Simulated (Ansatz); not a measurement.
BaTe in the rocksalt structure, relaxed with r2SCAN in Ansatz. Space group Fm-3m (No. 225), cubic; conventional cell a = 7.065 Å, 44.08 Å³ an atom. Around Ba lie 6 Te at 3.53 Å; around Te lie 6 Ba at 3.53 Å.

The axes x, y and z are those of this cell:
```
Ba Te
1.0
     0.00000    3.53239    3.53239
     3.53239    0.00000    3.53239
     3.53239    3.53239    0.00000
Ba Te
1 1
Direct
  0.00000 0.00000 0.00000
  0.50000 0.50000 0.50000
```

Unstrained: With PBE the valence top lies at Γ and the conduction bottom at X, 1.655 eV higher; the smallest vertical gap, at X, is 2.009 eV. The r2SCAN gap is indirect, 2.004 eV (Γ to X), below the direct gap of 2.365 eV at X. HSE06 gives an indirect gap of 2.347 eV, from Γ to X; the least direct gap is 2.752 eV at X. Meshes: PBE 6×6×6, r2SCAN 6×6×6, HSE06 4×4×4. Strains are changes of length per length. After each strain the atoms were relaxed again with r2SCAN within the symmetry that the strain leaves, so tilts or polar shifts that break it weren't tested; points keep the names that they have in the unstrained zone. The values are computed, spin-unpolarised, and not measurements.

Problem. Apply uniaxial +1.92 % along [111], other directions held. How far does the gap move, against the unstrained cell?

Solution. PBE: the gap goes from 1.655 to 1.667 eV (+0.012 eV); with r2SCAN the top three valence levels at Γ, degenerate before, become 2+1 from the top over 64 meV. r2SCAN: the gap goes from 2.004 to 2.015 eV (+0.011 eV). HSE06: the gap goes from 2.347 to 2.359 eV (+0.012 eV). The r2SCAN energy rises by 2.5 meV an atom.

Problem. Estimate what uniaxial +1.43 % along z, other directions held does to the gap.

Solution. PBE: the gap goes from 1.655 to 1.672 eV (+0.017 eV); with r2SCAN the top three valence levels at Γ, degenerate before, become 2+1 from the top over 29 meV. r2SCAN: the gap goes from 2.004 to 2.019 eV (+0.015 eV). HSE06: the gap goes from 2.347 to 2.366 eV (+0.019 eV). The r2SCAN energy rises by 2.0 meV an atom.

Problem. Estimate what biaxial +5.77 % in x and y, z held does to the gap.

Solution. PBE: the gap goes from 1.655 to 1.780 eV (+0.125 eV); with r2SCAN the top three valence levels at Γ, degenerate before, become 1+2 from the top over 76 meV. r2SCAN: the gap goes from 2.004 to 2.115 eV (+0.111 eV). HSE06: the gap goes from 2.347 to 2.488 eV (+0.141 eV). The r2SCAN energy rises by 60.9 meV an atom.

No spin-orbit coupling is included; it can move band edges with weight on the heavy atoms by tenths of an eV.

The meshes of the hybrids are coarse, so their gaps aren't converged to the digits shown.

The splittings at Γ are without spin-orbit coupling, which regroups them where it is of like size or larger.
